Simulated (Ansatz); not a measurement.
Relaxed CsPbI$_{3}$ (cubic perovskite):

```
CELL_PARAMETERS angstrom
      6.39047     0.00000     0.00000
      0.00000     6.39047     0.00000
      0.00000     0.00000     6.39047
ATOMIC_POSITIONS crystal
  Cs 0.00000 0.00000 0.00000
  Pb 0.50000 0.50000 0.50000
  I  0.00000 0.50000 0.50000
  I  0.50000 0.50000 0.00000
  I  0.50000 0.00000 0.50000
```

In this cell atom 4 (I, nearest neighbour Pb at 3.195 Å; its periodic images, 6.4 Å or more away, move with it) is moved by s towards the nearest neighbour, unit vector (0.000, 0.000, -1.000); all other atoms and the cell stay fixed.

All values below come from PBE (plane waves to 420 eV, PAW, scalar-relativistic; Ansatz, a quantum-chemistry and plane-wave program). k mesh 4×4×4 (Γ-centred), Fermi-Dirac smearing 0.05 eV. E stands for the smeared free energy. On this mesh the relaxed cell isn't quite at rest: it carries a pressure of 0.1 GPa (compression positive) at the zero of the scan. CsPbI3 was relaxed with its symmetry unable to fall. Spin-orbit coupling is left out, though I and Pb are heavy. This is a high-temperature form of CsPbI3. The zero of ΔE is the undisplaced structure.

| s (Å) | ΔE (meV/cell) |
|---|---|
| -0.320 | 108.7 |
| -0.256 | withheld |
| -0.192 | 30.8 |
| -0.128 | 12.5 |
| -0.064 | 2.9 |
| 0.000 | 0.0 |
| 0.064 | 2.9 |
| 0.128 | 12.5 |
| 0.192 | 30.8 |
| 0.256 | withheld |
| 0.320 | 108.7 |

Q: Fit an even polynomial form (powers 2, 4) to the given rows and predict ΔE at s = 0.256.

A: Least squares on the 9 given rows: ΔE = (707.5)·s² + (3458)·s⁴, in meV/cell with s in Å; root-mean-square residual 0.03 meV/cell. At 0.256 the fit gives 61.2 meV/cell; the calculation gives 61.3 meV/cell, so the interpolation is off by -0.1 (-0.2 %). The quadratic term alone would give 46.4 meV/cell.

(For displaced atoms, the force is minus the slope of the energy, and its curvature is a force constant, which sets phonon frequencies.)
